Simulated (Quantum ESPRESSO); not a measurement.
# InAs (F-43m) in Quantum ESPRESSO: notebook, part 2 of 2

Quantum ESPRESSO 7.5.

**4. Band structure, PBE**

pw.in

```
&CONTROL
  calculation = 'scf'
  prefix = 'pwscf'
  outdir = './tmp'
  pseudo_dir = './pseudo'
  tprnfor = .true.
  tstress = .true.
  disk_io = 'low'
/
&SYSTEM
  ibrav = 0
  A = 4.26809653
  nat = 2
  ntyp = 2
  ecutwfc = 45
  ecutrho = 360
  nbnd = 15
  occupations = 'smearing'
  smearing = 'fd'
  degauss = 0.00367493
/
&ELECTRONS
  conv_thr = 4d-10
  electron_maxstep = 120
  mixing_beta = 0.5
/
ATOMIC_SPECIES
In   114.8180 in_pbe_v1.4.uspp.F.UPF
As    74.9216 as_pbe_v1.uspp.F.UPF
CELL_PARAMETERS alat
   0.0000000000    0.7071067814    0.7071067814
   0.7071067814    0.0000000000    0.7071067814
   0.7071067814    0.7071067814    0.0000000000
ATOMIC_POSITIONS alat
In     0.0000000000    0.0000000000    0.0000000000
As     1.0606601721    1.0606601721    1.0606601721
K_POINTS automatic
8 8 8 0 0 0
```

pp_density.in

```
&INPUTPP
  prefix = 'pwscf'
  outdir = './tmp'
  filplot = 'density.dat'
  plot_num = 0
/
&PLOT
  nfile = 1
  filepp(1) = 'density.dat'
  iflag = 3
  output_format = 6
  fileout = 'density.cube'
/
```

pp_potential.in

```
&INPUTPP
  prefix = 'pwscf'
  outdir = './tmp'
  filplot = 'potential.dat'
  plot_num = 11
/
&PLOT
  nfile = 1
  filepp(1) = 'potential.dat'
  iflag = 3
  output_format = 6
  fileout = 'potential.cube'
/
```

bands.in

```
&CONTROL
  calculation = 'bands'
  prefix = 'pwscf'
  outdir = './tmp'
  pseudo_dir = './pseudo'
  disk_io = 'low'
  verbosity = 'high'
/
&SYSTEM
  ibrav = 0
  A = 4.26809653
  nat = 2
  ntyp = 2
  ecutwfc = 45
  ecutrho = 360
  nbnd = 15
  occupations = 'smearing'
  smearing = 'fd'
  degauss = 0.00367493
/
&ELECTRONS
  conv_thr = 1d-08
  electron_maxstep = 120
  mixing_beta = 0.5
  diago_full_acc = .true.
/
ATOMIC_SPECIES
In   114.8180 in_pbe_v1.4.uspp.F.UPF
As    74.9216 as_pbe_v1.uspp.F.UPF
CELL_PARAMETERS alat
   0.0000000000    0.7071067814    0.7071067814
   0.7071067814    0.0000000000    0.7071067814
   0.7071067814    0.7071067814    0.0000000000
ATOMIC_POSITIONS alat
In     0.0000000000    0.0000000000    0.0000000000
As     1.0606601721    1.0606601721    1.0606601721
K_POINTS crystal
60
 0.0000000000  0.0000000000  0.0000000000 1
 0.0625000000  0.0000000000  0.0625000000 1
 0.1250000000  0.0000000000  0.1250000000 1
 0.1875000000  0.0000000000  0.1875000000 1
 0.2500000000  0.0000000000  0.2500000000 1
 0.3125000000  0.0000000000  0.3125000000 1
 0.3750000000  0.0000000000  0.3750000000 1
 0.4375000000  0.0000000000  0.4375000000 1
 0.5000000000  0.0000000000  0.5000000000 1
 0.5000000000  0.0625000000  0.5625000000 1
 0.5000000000  0.1250000000  0.6250000000 1
 0.5000000000  0.1875000000  0.6875000000 1
 0.5000000000  0.2500000000  0.7500000000 1
 0.4375000000  0.3125000000  0.7500000000 1
 0.3750000000  0.3750000000  0.7500000000 1
 0.3375000000  0.3375000000  0.6750000000 1
 0.3000000000  0.3000000000  0.6000000000 1
 0.2625000000  0.2625000000  0.5250000000 1
 0.2250000000  0.2250000000  0.4500000000 1
 0.1875000000  0.1875000000  0.3750000000 1
 0.1500000000  0.1500000000  0.3000000000 1
 0.1125000000  0.1125000000  0.2250000000 1
 0.0750000000  0.0750000000  0.1500000000 1
 0.0375000000  0.0375000000  0.0750000000 1
 0.0000000000  0.0000000000  0.0000000000 1
 0.0625000000  0.0625000000  0.0625000000 1
 0.1250000000  0.1250000000  0.1250000000 1
 0.1875000000  0.1875000000  0.1875000000 1
 0.2500000000  0.2500000000  0.2500000000 1
 0.3125000000  0.3125000000  0.3125000000 1
 0.3750000000  0.3750000000  0.3750000000 1
 0.4375000000  0.4375000000  0.4375000000 1
 0.5000000000  0.5000000000  0.5000000000 1
 0.5250000000  0.4500000000  0.5250000000 1
 0.5500000000  0.4000000000  0.5500000000 1
 0.5750000000  0.3500000000  0.5750000000 1
 0.6000000000  0.3000000000  0.6000000000 1
 0.6250000000  0.2500000000  0.6250000000 1
 0.5833333333  0.2500000000  0.6666666667 1
 0.5416666667  0.2500000000  0.7083333333 1
 0.5000000000  0.2500000000  0.7500000000 1
 0.5000000000  0.2857142857  0.7142857143 1
 0.5000000000  0.3214285714  0.6785714286 1
 0.5000000000  0.3571428571  0.6428571429 1
 0.5000000000  0.3928571429  0.6071428571 1
 0.5000000000  0.4285714286  0.5714285714 1
 0.5000000000  0.4642857143  0.5357142857 1
 0.5000000000  0.5000000000  0.5000000000 1
 0.4821428571  0.4821428571  0.5357142857 1
 0.4642857143  0.4642857143  0.5714285714 1
 0.4464285714  0.4464285714  0.6071428571 1
 0.4285714286  0.4285714286  0.6428571429 1
 0.4107142857  0.4107142857  0.6785714286 1
 0.3928571429  0.3928571429  0.7142857143 1
 0.3750000000  0.3750000000  0.7500000000 1
 0.6250000000  0.2500000000  0.6250000000 1
 0.5937500000  0.1875000000  0.5937500000 1
 0.5625000000  0.1250000000  0.5625000000 1
 0.5312500000  0.0625000000  0.5312500000 1
 0.5000000000  0.0000000000  0.5000000000 1
```

Potentials or basis: GBRV 1.5 PBE.

Command:

```sh
OMP_NUM_THREADS=1 pw.x -in pw.in > pw.out
OMP_NUM_THREADS=1 pp.x -in pp_density.in > pp_density.out
OMP_NUM_THREADS=1 pp.x -in pp_potential.in > pp_potential.out
OMP_NUM_THREADS=1 pw.x -in bands.in > bands.out
```

pw.out:

```text
This program is part of the open-source Quantum ESPRESSO suite
     for quantum simulation of materials; please cite
[... 9 lines left out ...]
     --------------------
     sticks:   dense  smooth     PW     G-vecs:    dense   smooth      PW
     Sum        1627     805    253                42735    15089    2637

     Using Slab Decomposition

     bravais-lattice index     =            0
     lattice parameter (alat)  =       8.0655  a.u.
     unit-cell volume          =     371.0089 (a.u.)^3
     number of atoms/cell      =            2
     number of atomic types    =            2
     number of electrons       =        18.00
     number of Kohn-Sham states=           15
     kinetic-energy cutoff     =      45.0000  Ry
     charge density cutoff     =     360.0000  Ry
     scf convergence threshold =      4.0E-10
     mixing beta               =       0.5000
     number of iterations used =            8  plain     mixing
     Exchange-correlation= SLA  PW   PBE  PBE
                           (   1   4   3   4   0   0   0)

     celldm(1)=   8.065534  celldm(2)=   0.000000  celldm(3)=   0.000000
     celldm(4)=   0.000000  celldm(5)=   0.000000  celldm(6)=   0.000000

     crystal axes: (cart. coord. in units of alat)
               a(1) = (   0.000000   0.707107   0.707107 )
               a(2) = (   0.707107   0.000000   0.707107 )
               a(3) = (   0.707107   0.707107   0.000000 )

     reciprocal axes: (cart. coord. in units 2 pi/alat)
               b(1) = ( -0.707107  0.707107  0.707107 )
               b(2) = (  0.707107 -0.707107  0.707107 )
               b(3) = (  0.707107  0.707107 -0.707107 )

     PseudoPot. # 1 for In read from file:
     in_pbe_v1.4.uspp.F.UPF
     Pseudo is Ultrasoft + core correction, Zval = 13.0
     Generated by new atomic code, or converted to UPF format
     Using radial grid of  889 points,  6 beta functions with:
                l(1) =   0
                l(2) =   0
                l(3) =   1
                l(4) =   1
                l(5) =   2
                l(6) =   2
     Q(r) pseudized with  6 coefficients,  rinner =    1.400   1.400   1.400
                                                       1.400   1.400

     PseudoPot. # 2 for As read from file:
     as_pbe_v1.uspp.F.UPF
     Pseudo is Ultrasoft + core correction, Zval =  5.0
     Generated by new atomic code, or converted to UPF format
     Using radial grid of  875 points,  6 beta functions with:
                l(1) =   0
                l(2) =   0
                l(3) =   1
                l(4) =   1
                l(5) =   2
                l(6) =   2
     Q(r) pseudized with  8 coefficients,  rinner =    1.300   1.300   1.300
                                                       1.300   1.300

     atomic species   valence    mass     pseudopotential
     In               13.00   114.81800     In( 1.00)
     As                5.00    74.92160     As( 1.00)

     24 Sym. Ops. (no inversion) found

   Cartesian axes

     site n.     atom                  positions (alat units)
         1        In     tau(   1) = (   0.0000000   0.0000000   0.0000000  )
         2        As     tau(   2) = (   1.0606602   1.0606602   1.0606602  )

     number of k points=    29  Fermi-Dirac smearing, width (Ry)=  0.0037
                       cart. coord. in units 2pi/alat
        k(    1) = (   0.0000000   0.0000000   0.0000000), wk =   0.0039062
        k(    2) = (   0.0883883   0.0883883  -0.0883883), wk =   0.0312500
        k(    3) = (   0.1767767   0.1767767  -0.1767767), wk =   0.0312500
        k(    4) = (   0.2651650   0.2651650  -0.2651650), wk =   0.0312500
        k(    5) = (  -0.3535534  -0.3535534   0.3535534), wk =   0.0156250
        k(    6) = (   0.1767767   0.0000000   0.0000000), wk =   0.0234375
[... 21 lines left out ...]
        k(   28) = (  -0.7071068   0.1767767   0.0000000), wk =   0.0468750
        k(   29) = (  -0.7071068   0.3535534   0.0000000), wk =   0.0234375

     Dense  grid:    42735 G-vectors     FFT dimensions: (  50,  50,  50)

     Smooth grid:    15089 G-vectors     FFT dimensions: (  36,  36,  36)

     Initial potential from superposition of free atoms

     starting charge      16.4998, renormalised to      18.0000
     Starting wfcs are   13 randomized atomic wfcs +    2 random wfcs

     Self-consistent Calculation

     iteration #  1     ecut=    45.00 Ry     beta= 0.50
     Davidson diagonalization with overlap
     ethr =  1.00E-02,  avg # of iterations =  6.8

     total energy              =    -172.86266591 Ry
     estimated scf accuracy    <       2.55299944 Ry

     iteration #  2     ecut=    45.00 Ry     beta= 0.50
     Davidson diagonalization with overlap
     ethr =  1.00E-02,  avg # of iterations =  2.0
[... 50 lines left out ...]
     total energy              =    -173.78239244 Ry
     estimated scf accuracy    <          4.2E-10 Ry

     iteration # 10     ecut=    45.00 Ry     beta= 0.50
     Davidson diagonalization with overlap
     ethr =  2.34E-12,  avg # of iterations =  4.3

     End of self-consistent calculation

          k = 0.0000 0.0000 0.0000 (  1917 PWs)   bands (ev):

    -7.6993  -7.6993  -7.6993  -7.5722  -7.5722  -5.2019   6.5261   6.7102
     6.7102   6.7102  10.6115  10.6115  10.6115  14.2551  16.4582

          k = 0.0884 0.0884-0.0884 (  1889 PWs)   bands (ev):

    -7.7196  -7.6931  -7.6931  -7.5719  -7.5719  -5.0385   4.8241   6.5149
     6.5149   7.8173  10.7709  10.8953  10.8953  15.0870  15.5590
[... 128 lines left out ...]
    -7.8730  -7.6310  -7.6208  -7.5990  -7.5537  -3.1350   0.9049   4.0259
     4.0559   9.1827   9.6231  14.0749  14.3928  16.4643  18.3907

          k =-0.7071 0.3536 0.0000 (  1888 PWs)   bands (ev):

    -7.8602  -7.6482  -7.6229  -7.5874  -7.5626  -3.1082   0.9797   3.7309
     3.8066  10.9327  11.0059  11.7233  12.7963  16.5891  18.4705

     the Fermi energy is     6.7579 ev

!    total energy              =    -173.78239244 Ry
     estimated scf accuracy    <          5.3E-11 Ry
     smearing contrib. (-TS)   =      -0.00003988 Ry
     internal energy E=F+TS    =    -173.78235257 Ry

     The total energy is F=E-TS. E is the sum of the following terms:
     one-electron contribution =     -58.68054981 Ry
     hartree contribution      =      41.43584351 Ry
     xc contribution           =     -69.41847977 Ry
     ewald contribution        =     -87.11916650 Ry

     convergence has been achieved in  10 iterations

     Forces acting on atoms (cartesian axes, Ry/au):

     atom    1 type  1   force =     0.00000000    0.00000000    0.00000000
     atom    2 type  2   force =     0.00000000   -0.00000000   -0.00000000

     Total force =     0.000000     Total SCF correction =     0.000000

     Computing stress (Cartesian axis) and pressure

          total   stress  (Ry/bohr**3)                   (kbar)     P=       39.28
   0.00026703  -0.00000000  -0.00000000           39.28       -0.00       -0.00
  -0.00000000   0.00026703  -0.00000000           -0.00       39.28       -0.00
  -0.00000000  -0.00000000   0.00026703           -0.00       -0.00       39.28

=------------------------------------------------------------------------------=
   JOB DONE.
=------------------------------------------------------------------------------=
```

Run time: 23 s. Hardware: 1 thread of AMD EPYC 9B45 (Zen 5), shared host; peak memory 0.2 GiB.

What came out:

```
Free energy            : -2364.4299 eV
Pressure               : 3.9 GPa
Band gap on the k mesh : none (metal or under the smearing width)
```

Levels at the corners of the path, in eV from the Fermi level:
| point | band 5 | band 6 | band 7 | band 8 | band 9 | band 10 | band 11 | band 12 | band 13 | band 14 |
| --- | --- | --- | --- | --- | --- | --- | --- | --- | --- | --- |
| Γ | -14.33 | -11.96 | -0.23 | -0.05 | -0.05 | -0.05 | 3.85 | 3.85 | 3.85 | 7.50 |
| X | -14.31 | -9.92 | -5.92 | -2.40 | -2.40 | 1.49 | 2.01 | 9.15 | 9.27 | 9.27 |
| W | -14.32 | -9.87 | -5.78 | -3.03 | -2.95 | 4.17 | 4.25 | 4.97 | 6.04 | 9.83 |
| K | -14.32 | -9.94 | -5.78 | -3.35 | -2.02 | 2.06 | 4.23 | 7.28 | 7.38 | 7.77 |
| Γ | -14.33 | -11.96 | -0.23 | -0.05 | -0.05 | -0.05 | 3.85 | 3.85 | 3.85 | 7.50 |
| L | -14.32 | -10.47 | -5.85 | -1.05 | -1.05 | 0.91 | 4.63 | 4.63 | 6.82 | 9.01 |
| U | -14.32 | -9.94 | -5.78 | -3.35 | -2.02 | 2.06 | 4.23 | 7.28 | 7.38 | 7.77 |
| W | -14.32 | -9.87 | -5.78 | -3.03 | -2.95 | 4.17 | 4.25 | 4.97 | 6.04 | 9.83 |
| L | -14.32 | -10.47 | -5.85 | -1.05 | -1.05 | 0.91 | 4.63 | 4.63 | 6.82 | 9.01 |
| K | -14.32 | -9.94 | -5.78 | -3.35 | -2.02 | 2.06 | 4.23 | 7.28 | 7.38 | 7.77 |
| U | -14.32 | -9.94 | -5.78 | -3.35 | -2.02 | 2.06 | 4.23 | 7.28 | 7.38 | 7.77 |
| X | -14.31 | -9.92 | -5.92 | -2.40 | -2.40 | 1.49 | 2.01 | 9.15 | 9.27 | 9.27 |

Caveat: spin-orbit coupling is left out, which moves the levels of the heavy elements; this crystal is a semiconductor, whose small gap the functional closes, so the metal is an error of the method.

**5. The runs side by side**

```tsv
level	potentials or basis	cutoff (eV)	form of the LDA correlation	gap on the mesh (eV)	pressure (GPa)
revPBE	PseudoDojo 0.4.1 SR PBE standard	1143	-	none	5.8
LDA	GBRV 1.5 LDA	612	PZ81	none	-0.6
PBE	GBRV 1.5 PBE	612	-	none	3.9
```

Alike in all rows: task band structure; no spin polarisation; cell as given; k mesh 8 × 8 × 8; smearing fermi-dirac 0.05 eV.

Caveats: spin-orbit coupling is left out, which moves the levels of the heavy elements; this crystal is a semiconductor, whose small gap the functional closes, so the metal is an error of the method; the potentials were made for another functional, which shifts forces and pressure (some runs).

Total energies depend on the potentials used, so only differences within one code and one set of settings carry meaning.

**6. How close it comes**

Step 2. Against the measured gap of InAs, 0.418 eV (direct; 4.2 K; a printed reference work, data compilation), the calculated 0.00 eV is off by -0.42 eV. Spin-orbit coupling on As, In is left out. The value is that of revPBE on a finite k mesh, which can miss the band edges, without temperature or zero-point motion. Semilocal functionals fall short of measured gaps as a rule.

Step 3. Measured gap of InAs: 0.418 eV (direct; 4.2 K; a printed reference work, data compilation). This calculation gives 0.00 eV (-0.42 eV). Spin-orbit coupling on As, In is left out. The value is that of LDA on a finite k mesh, which can miss the band edges, without temperature or zero-point motion. Semilocal functionals fall short of measured gaps as a rule.

Step 4. A measured gap of InAs is 0.418 eV (direct; 4.2 K; a printed reference work, data compilation); the calculated 0.00 eV misses it by -0.42 eV. Spin-orbit coupling on As, In is left out. The value is that of PBE on a finite k mesh, which can miss the band edges, without temperature or zero-point motion. Semilocal functionals fall short of measured gaps as a rule.
